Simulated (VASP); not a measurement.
# CdO (Fm-3m) in VASP: a series of runs

The runs below take CdO through band structure, with PBEsol, HSE06, PBE0.

All numbers are computed with VASP 6.6.1; they aren't measurements. Logs are shortened: lines on timing, memory, paths and dates and some standing lists are left out, and cuts for length are marked.

## Step 1: Starting point

The structure is cubic, space group Fm-3m (No. 225). Conventional cell: a = 4.705 Å, b = 4.705 Å, c = 4.705 Å, α = 90.00°, β = 90.00°, γ = 90.00°. Cd (site symmetry m-3m) has 6 O at 2.35 Å as nearest neighbours. O (site symmetry m-3m) is surrounded by 6 Cd at 2.35 Å.

The cell was built by a generator and needn't be a form met in nature.

## Step 2: Band structure, PBEsol

INCAR reads:

```
SYSTEM = CdO
PREC     = Accurate       ! precision mode
ENCUT    = 520            ! plane-wave cutoff, eV
EDIFF    = 1E-6           ! SCF threshold, eV
ISMEAR   = 0              ! smearing method
SIGMA    = 0.03           ! smearing width, eV
LREAL    = .FALSE.        ! projectors in reciprocal space
LASPH    = .TRUE.         ! aspherical terms in the spheres
NELM     = 80             ! most SCF steps
ALGO     = Normal         ! electronic algorithm
ISIF     = 2              ! what is computed and relaxed
LWAVE    = .FALSE.        ! write WAVECAR
LCHARG   = .FALSE.        ! write CHGCAR
GGA      = PS             ! functional
NBANDS   = 16             ! bands
KPAR     = 2
```

KPOINTS reads:

```
regular mesh
0
G
  6 6 6
  0 0 0
```

POSCAR reads:

```
CdO                                     
1.0
    0.0000000000      2.3523961159      2.3523961159
    2.3523961159      0.0000000000      2.3523961159
    2.3523961159      2.3523961159      0.0000000000
  Cd              O             
     1     1
Direct
     0.0000000000000000    0.0000000000000000    0.0000000000000000
     0.5000000000000000    0.5000000000000000    0.5000000000000000
```

KPOINTS_OPT reads:

```
explicit points
9
Reciprocal
 0.0000000000  0.0000000000  0.0000000000 1
 0.3750000000  0.3750000000  0.7500000000 1
 0.5000000000  0.5000000000  0.5000000000 1
 0.6250000000  0.2500000000  0.6250000000 1
 0.5000000000  0.2500000000  0.7500000000 1
 0.5000000000  0.0000000000  0.5000000000 1
 0.4000000000  0.0000000000  0.4000000000 1
 0.4250000000  0.0000000000  0.4250000000 1
 0.4500000000  0.0000000000  0.4500000000 1
```

Potentials or basis: VASP PAW PBE potentials, release 64 (Cd, O).

Run with:

```console
cat potpaw_PBE.64/Cd/POTCAR potpaw_PBE.64/O/POTCAR > POTCAR
mpirun -np 2 vasp_std > vasp.out
```

OUTCAR:

```text
SYSTEM = CdO
   PREC = Accurate
   ENCUT = 520
   EDIFF = 1E-6
   ISMEAR = 0
   LREAL = .FALSE.
   LASPH = .TRUE.
   NELM = 80
   ISIF = 2
   GGA = PS

 ion  position               nearest neighbor table
   1  0.000  0.000  0.000-   2 2.35   2 2.35   2 2.35   2 2.35   2 2.35   2 2.35
   2  0.500  0.500  0.500-   1 2.35   1 2.35   1 2.35   1 2.35   1 2.35   1 2.35

  LATTYP: Found a face centered cubic cell.
 ALAT       =     4.7047922318

  Lattice vectors:

 A1 = (   0.0000000000,   2.3523961159,   2.3523961159)
 A2 = (   2.3523961159,   0.0000000000,   2.3523961159)
 A3 = (   2.3523961159,   2.3523961159,   0.0000000000)

Analysis of symmetry for initial positions (statically):
=====================================================================
 Subroutine PRICEL returns:
 Original cell was already a primitive cell.

 Routine SETGRP: Setting up the symmetry group for a
 face centered cubic supercell.

 Subroutine GETGRP returns: Found 48 space group operations
 (whereof 48 operations were pure point group operations)
 out of a pool of 48 trial point group operations.

The static configuration has the point symmetry O_h .

Analysis of symmetry for dynamics (positions and initial velocities):
=====================================================================
 Subroutine PRICEL returns:
 Original cell was already a primitive cell.

 Routine SETGRP: Setting up the symmetry group for a
 face centered cubic supercell.

 Subroutine GETGRP returns: Found 48 space group operations
 (whereof 48 operations were pure point group operations)
 out of a pool of 48 trial point group operations.

The dynamic configuration has the point symmetry O_h .

 Subroutine INISYM returns: Found 48 space group operations
 (whereof 48 operations are pure point group operations),
 and found     1 'primitive' translations

----------------------------------------------------------------------------------------

                                     Primitive cell

  volume of cell :      26.0352

  direct lattice vectors                    reciprocal lattice vectors
     0.000000000  2.352396116  2.352396116    -0.212549237  0.212549237  0.212549237
     2.352396116  0.000000000  2.352396116     0.212549237 -0.212549237  0.212549237
     2.352396116  2.352396116  0.000000000     0.212549237  0.212549237 -0.212549237

  length of vectors
     3.326790491  3.326790491  3.326790491     0.368146078  0.368146078  0.368146078

  position of ions in fractional coordinates (direct lattice)
     0.000000000  0.000000000  0.000000000
     0.500000000  0.500000000  0.500000000

  ion indices of the primitive-cell ions
   primitive index   ion index
                 1           1
                 2           2

----------------------------------------------------------------------------------------

 KPOINTS: regular mesh

Automatic generation of k-mesh.
 Grid dimensions read from file:
 generate k-points for:    6    6    6

 Generating k-lattice:

  Cartesian coordinates                     Fractional coordinates (reciprocal lattice)
    -0.035424873  0.035424873  0.035424873     0.166666667  0.000000000  0.000000000
     0.035424873 -0.035424873  0.035424873     0.000000000  0.166666667  0.000000000
     0.035424873  0.035424873 -0.035424873     0.000000000  0.000000000  0.166666667

  Length of vectors
     0.061357680  0.061357680  0.061357680

  Shift w.r.t. Gamma in fractional coordinates (k-lattice)
     0.000000000  0.000000000  0.000000000

 Subroutine IBZKPT returns following result:
 ===========================================

 Found     16 irreducible k-points:

 Following reciprocal coordinates:
            Coordinates               Weight
  0.000000  0.000000  0.000000      1.000000
  0.166667  0.000000  0.000000      8.000000
  0.333333  0.000000  0.000000      8.000000
  0.500000  0.000000  0.000000      4.000000
  0.166667  0.166667  0.000000      6.000000
  0.333333  0.166667  0.000000     24.000000
[... 8 lines left out ...]
 -0.333333  0.333333  0.166667     24.000000
 -0.333333  0.500000  0.166667     12.000000
   k-points           NKPTS =     16   k-points in BZ     NKDIM =     16   number of bands    NBANDS=     16
   number of dos      NEDOS =    301   number of ions     NIONS =      2
   total plane-waves  NPLWV =  21952
   dimension x,y,z NGX =    28 NGY =   28 NGZ =   28
   dimension x,y,z NGXF=    56 NGYF=   56 NGZF=   56
   ions per type =               1   1
   NGX,Y,Z   is equivalent  to a cutoff of  13.99, 13.99, 13.99 a.u.
   NGXF,Y,Z  is equivalent  to a cutoff of  27.98, 27.98, 27.98 a.u.
 SYSTEM =  CdO
   PREC   = accura    normal or accurate (medium, high low for compatibility)
   ISTART =      0    job   : 0-new  1-cont  2-samecut
   ICHARG =      2    charge: 1-file 2-atom 10-const
   ISPIN  =      1    spin polarized calculation?
   LNONCOLLINEAR =      F non collinear calculations
   LSORBIT =      F    spin-orbit coupling
   LASPH  =      T    aspherical Exc in radial PAW
   ENCUT  =  520.0 eV  38.22 Ry    6.18 a.u.   6.19  6.19  6.19*2*pi/ulx,y,z
   NELM   =     80;   NELMIN=  2; NELMDL= -5     # of ELM steps
   EDIFF  = 0.1E-05   stopping-criterion for ELM
   LREAL  =      F    real-space projection
   EDIFFG = 0.1E-04   stopping-criterion for IOM
   NSW    =      0    number of steps for IOM
   IBRION =     -1    ionic relax: 0-MD 1-quasi-New 2-CG
   NFREE  =      0    steps in history (QN), initial steepest desc. (CG)
   ISIF   =      2    stress and relaxation
   ISYM   =      2    0-nonsym 1-usesym 2-fastsym
   POTIM  = 0.5000    time-step for ionic-motion
   TEBEG  =    0.0;   TEEND  =   0.0 temperature during run
   PSTRESS=    0.0 pullay stress
   NELECT =      18.0000    total number of electrons
   NUPDOWN=      -1.0000    fix difference up-down
   EMIN   =  10.00;   EMAX   =-10.00  energy-range for DOS
   EFERMI =   0.00;   METHOD = LEGACY
   ISMEAR =     0;   SIGMA  =   0.03  broadening in eV -4-tet -1-fermi 0-gaus
   EFERMI_NEDOS =   21; number of points for ismear=-14 and -15
   IALGO  =     38    algorithm
   IMIX   =      4    mixing-type and parameters
     AMIX     =   0.40;   BMIX     =  1.00
     AMIX_MAG =   1.60;   BMIX_MAG =  1.00
  volume/ion in A,a.u.               =      13.02        87.85
  Fermi-wavevector in a.u.,A,eV,Ry     =   1.447589  2.735546 28.511190  2.095513
  Thomas-Fermi vector in A             =   2.565526
   LORBIT       =      0    0 simple, 1 ext, 2 COOP (PROOUT), +10 PAW based schemes
   GGA     = PS    functional components
   LHFCALC =     F    Hartree Fock is set to
   AEXX    =    0.0000 exact exchange contribution
   IVDW    =     0    specifies the selected vdW correction
   LEPSILON=     F    determine dielectric tensor
   LRPA    =     F    only Hartree local field effects (RPA)
 non-spin polarized calculation
 Gauss-broadening in eV      SIGMA  =   0.03
  energy-cutoff  :      520.00
  volume of cell :       26.04
 maximum number of plane-waves:       725
 NGX is ok and might be reduce to    28
   NGX = 13   NGY = 13   NGZ = 13

 number of electron      18.0000002 magnetization

 Free energy of the ion-electron system (eV)
  ---------------------------------------------------
  ext. energy  EPLUGINS =         0.00000000
  ---------------------------------------------------
  free energy    TOTEN  =        -8.50445962 eV

  energy without entropy =       -8.50413615  energy(sigma->0) =       -8.50429789

 E-fermi :   1.8701     XC(G=0): -11.9434

 val. band max:        1.8456748940   @ k =   0.5000   0.0000   0.0000
 cond. band min:       3.2833280067   @ k =   0.1667   0.0000   0.0000
 fundamental gap:      1.4376531127
 Fermi energy:         1.8700773886

 k-point     1 :       0.0000    0.0000    0.0000
  band No.  band energies     occupation
      1     -15.4520      2.00000
      2      -4.8062      2.00000
      3      -4.8062      2.00000
      4      -4.8062      2.00000
      5      -4.5043      2.00000
      6      -4.5043      2.00000
[... 8 lines left out ...]
     15      19.8587      0.00000
     16      19.8587      0.00000

 k-point     2 :       0.1667    0.0000    0.0000
  band No.  band energies     occupation
      1     -15.2648      2.00000
      2      -4.9391      2.00000
      3      -4.8440      2.00000
      4      -4.8440      2.00000
      5      -4.5923      2.00000
      6      -4.5923      2.00000
[... 8 lines left out ...]
     15      20.5154      0.00000
     16      20.5154      0.00000

 k-point     3 :       0.3333    0.0000    0.0000
  band No.  band energies     occupation
      1     -14.8596      2.00000
      2      -5.4446      2.00000
      3      -5.2309      2.00000
      4      -5.2309      2.00000
      5      -4.3756      2.00000
      6      -4.3756      2.00000
[... 8 lines left out ...]
     15      22.0910      0.00000
     16      22.0910      0.00000

 k-point     4 :       0.5000    0.0000    0.0000
  band No.  band energies     occupation
      1     -14.6377      2.00000
      2      -5.8066      2.00000
      3      -5.4149      2.00000
      4      -5.4149      2.00000
      5      -4.2458      2.00000
      6      -4.2458      2.00000
[... 8 lines left out ...]
     15      22.9067      0.00000
     16      23.6873      0.00000
[... 172 lines left out ...]
 k-point    14 :       0.5000    0.3333    0.1667
  band No.  band energies     occupation
      1     -14.7611      2.00000
      2      -5.1863      2.00000
      3      -5.0885      2.00000
      4      -5.0035      2.00000
      5      -4.3429      2.00000
      6      -4.1536      2.00000
[... 8 lines left out ...]
     15      22.7803      0.00000
     16      25.4975      0.00000

 k-point    15 :      -0.3333    0.3333    0.1667
  band No.  band energies     occupation
      1     -14.6729      2.00000
      2      -5.2590      2.00000
      3      -5.0091      2.00000
      4      -4.9743      2.00000
      5      -4.2032      2.00000
      6      -4.1484      2.00000
[... 8 lines left out ...]
     15      20.8188      0.00000
     16      26.4645      0.00000

 k-point    16 :      -0.3333    0.5000    0.1667
  band No.  band energies     occupation
      1     -14.7115      2.00000
      2      -5.1424      2.00000
      3      -4.8245      2.00000
      4      -4.6521      2.00000
      5      -4.1035      2.00000
      6      -3.8944      2.00000
[... 8 lines left out ...]
     15      22.9270      0.00000
     16      26.1731      0.00000

------------------------ aborting loop because EDIFF is reached ----------------------------------------

  FORCE on cell =-STRESS in cart. coord.  units (eV):
  Direction    XX          YY          ZZ          XY          YZ          ZX
  --------------------------------------------------------------------------------------
  -------------------------------------------------------------------------------------
  Total        0.0380303      0.0380303      0.0380303      0.0000000      0.0000000     -0.0000000
  in kB        2.3403374      2.3403374      2.3403374      0.0000000      0.0000000     -0.0000000
  external PRESSURE =       2.3403374 kB  Pullay stress =       0.0000000 kB

 VOLUME and BASIS-vectors are now :
 -----------------------------------------------------------------------------
  energy-cutoff  :      520.00
  volume of cell :       26.04
      direct lattice vectors                 reciprocal lattice vectors
     0.000000000  2.352396116  2.352396116    -0.212549237  0.212549237  0.212549237
     2.352396116  0.000000000  2.352396116     0.212549237 -0.212549237  0.212549237
     2.352396116  2.352396116  0.000000000     0.212549237  0.212549237 -0.212549237

 POSITION                                       TOTAL-FORCE (eV/Angst)
 -----------------------------------------------------------------------------------
      0.00000      0.00000      0.00000         0.000000      0.000000     -0.000000
      2.35240      2.35240      2.35240        -0.000000     -0.000000      0.000000
 -----------------------------------------------------------------------------------
    total drift:                                0.000000      0.000000      0.000000

  FREE ENERGIE OF THE ION-ELECTRON SYSTEM (eV)
  ---------------------------------------------------
  free  energy   TOTEN  =        -8.5044596220 eV

  energy  without entropy=       -8.5041361502  energy(sigma->0) =       -8.50429789
```

Run time: 3.6 s. Hardware: 2 MPI ranks of Intel Xeon 6975P-C (Granite Rapids), shared host; peak memory 0.14 GiB.

What came out:

| Quantity | Value |
| --- | --- |
| Free energy | -8.5045 eV |
| Pressure | 0.2 GPa |
| Band gap along the path | none (metal or under the smearing width) |

Levels at points of the mesh, in eV from the Fermi level:
| k point | band 7 | band 8 | band 9 | band 10 | band 11 | band 12 |
| --- | --- | --- | --- | --- | --- | --- |
| (0.00, 0.00, 0.00) | -1.37 | -1.37 | -1.37 | -0.56 | 14.74 | 16.84 |
| (0.50, 0.00, 0.00) | -3.85 | -0.02 | -0.02 | 4.26 | 7.19 | 11.76 |
| (0.50, 0.50, 0.00) | -4.42 | -2.36 | -2.36 | 3.73 | 8.40 | 11.02 |

Caveat: the k mesh is coarse (spacing up to 0.39 Å⁻¹), so the values aren't converged; the PAW data sets were made with another functional, which shifts forces and pressure a little; this crystal is a semiconductor, whose small gap the functional closes, so the metal is an error of the method.

## Step 3: Band structure, HSE06

POSCAR is that of step 2.

INCAR.step1 reads:

```
SYSTEM = CdO
PREC     = Accurate       ! precision mode
ENCUT    = 520            ! plane-wave cutoff, eV
EDIFF    = 1E-5           ! SCF threshold, eV
ISMEAR   = 0              ! smearing method
SIGMA    = 0.03           ! smearing width, eV
LREAL    = .FALSE.        ! projectors in reciprocal space
LASPH    = .TRUE.         ! aspherical terms in the spheres
NELM     = 80             ! most SCF steps
ALGO     = Normal         ! electronic algorithm
ISIF     = 2              ! what is computed and relaxed
LWAVE    = .TRUE.         ! write WAVECAR
LCHARG   = .FALSE.        ! write CHGCAR
NBANDS   = 16             ! bands
KPAR     = 2            
GGA      = PE             ! functional
```

INCAR.step2 reads:

```
SYSTEM = CdO
PREC     = Accurate       ! precision mode
ENCUT    = 520            ! plane-wave cutoff, eV
EDIFF    = 1E-6           ! SCF threshold, eV
ISMEAR   = 0              ! smearing method
SIGMA    = 0.03           ! smearing width, eV
LREAL    = .FALSE.        ! projectors in reciprocal space
LASPH    = .TRUE.         ! aspherical terms in the spheres
NELM     = 80             ! most SCF steps
ALGO     = Normal         ! electronic algorithm
ISIF     = 2              ! what is computed and relaxed
LWAVE    = .FALSE.        ! write WAVECAR
LCHARG   = .FALSE.        ! write CHGCAR
GGA      = PE             ! functional
LHFCALC  = .TRUE.         ! exact exchange
HFSCREEN = 0.2            ! screening, 1/A
PRECFOCK = Fast         
NBANDS   = 16             ! bands
KPAR     = 2            
ISTART   = 1
```

KPOINTS is that of step 2.

KPOINTS_OPT is that of step 2.

Potentials or basis: VASP PAW PBE potentials, release 64 (Cd, O).

Run with:

```console
cat potpaw_PBE.64/Cd/POTCAR potpaw_PBE.64/O/POTCAR > POTCAR
cp INCAR.step1 INCAR
mpirun -np 2 vasp_std > vasp.out
cp INCAR.step2 INCAR
mpirun -np 2 vasp_std > vasp.out
```

Run time: 3.6 min. Hardware: 2 MPI ranks of Intel Xeon 6975P-C (Granite Rapids), shared host; peak memory 0.27 GiB.

Results (log left out):

| Quantity | Value |
| --- | --- |
| Free energy | -10.0181 eV |
| Pressure | 1.7 GPa |
| Band gap on the k mesh | 0.89 eV, indirect (least direct gap 2.23 eV) |
| Band gap along the path | 0.89 eV, indirect (least direct gap 2.23 eV) |

Levels at points of the mesh, in eV from the valence-band top:
```csv
k point,band 7,band 8,band 9,band 10,band 11,band 12
"(0.00, 0.00, 0.00)",-1.34,-1.34,-1.34,0.89,16.58,18.77
"(0.50, 0.00, 0.00)",-4.11,0.00,0.00,5.91,9.34,13.77
"(0.50, 0.50, 0.00)",-4.57,-2.42,-2.42,5.62,10.46,12.70
```

Caveat: the PAW data sets were made with another functional, which shifts forces and pressure a little.

## Step 4: Band structure, PBE0

POSCAR is that of step 3.

INCAR.step1 is that of step 3.

Changes to INCAR.step2 since step 3:

```diff
@@ -15,4 +15,5 @@
 LHFCALC  = .TRUE.         ! exact exchange
-HFSCREEN = 0.2            ! screening, 1/A
+AEXX     = 0.25           ! exact-exchange fraction
 PRECFOCK = Fast         
+HFRCUT   = -1           
 NBANDS   = 16             ! bands
```

KPOINTS is that of step 3.

KPOINTS_OPT is that of step 3.

Run with:

```console
cat potpaw_PBE.64/Cd/POTCAR potpaw_PBE.64/O/POTCAR > POTCAR
cp INCAR.step1 INCAR
mpirun -np 2 vasp_std > vasp.out
cp INCAR.step2 INCAR
mpirun -np 2 vasp_std > vasp.out
```

Run time: 3.4 min. Hardware: 2 MPI ranks of Intel Xeon 6975P-C (Granite Rapids), shared host; peak memory 0.18 GiB.

Results (log left out):

```yaml
Free_energy: -10.5794 eV
Pressure: 1.5 GPa
Band_gap_on_the_k_mesh: 1.55 eV, indirect (least direct gap 2.87 eV)
Band_gap_along_the_path: 1.55 eV, indirect (least direct gap 2.87 eV)
```

Levels at points of the mesh, in eV from the valence-band top:
| k point | band 7 | band 8 | band 9 | band 10 | band 11 | band 12 |
| --- | --- | --- | --- | --- | --- | --- |
| (0.00, 0.00, 0.00) | -1.33 | -1.33 | -1.33 | 1.55 | 17.29 | 19.52 |
| (0.50, 0.00, 0.00) | -4.14 | 0.00 | 0.00 | 6.61 | 10.10 | 14.51 |
| (0.50, 0.50, 0.00) | -4.60 | -2.43 | -2.43 | 6.34 | 11.20 | 13.43 |

Caveat: the PAW data sets were made with another functional, which shifts forces and pressure a little.

## Step 5: Summary

| level | screening parameter | exchange at q = 0 | mesh quality | gap on the mesh (eV) | pressure (GPa) |
| --- | --- | --- | --- | --- | --- |
| PBEsol | - | - | coarse | - | 0.2 |
| HSE06 | 0.2 1/A | - | not flagged | 0.89 | 1.7 |
| PBE0 | - | truncated | not flagged | 1.55 | 1.5 |

Alike in all rows: task band structure; potentials or basis VASP PAW PBE potentials, release 64 (Cd, O); no spin polarisation; cell as given; k mesh 6 × 6 × 6; cutoff (eV) 520; smearing gaussian 0.03 eV.

Caveats: some runs use coarse meshes; the PAW data sets were made with another functional, which shifts forces and pressure a little; this crystal is a semiconductor, whose small gap the functional closes, so the metal is an error of the method (some runs).

Absolute energies hang on the potentials; compare differences alone.
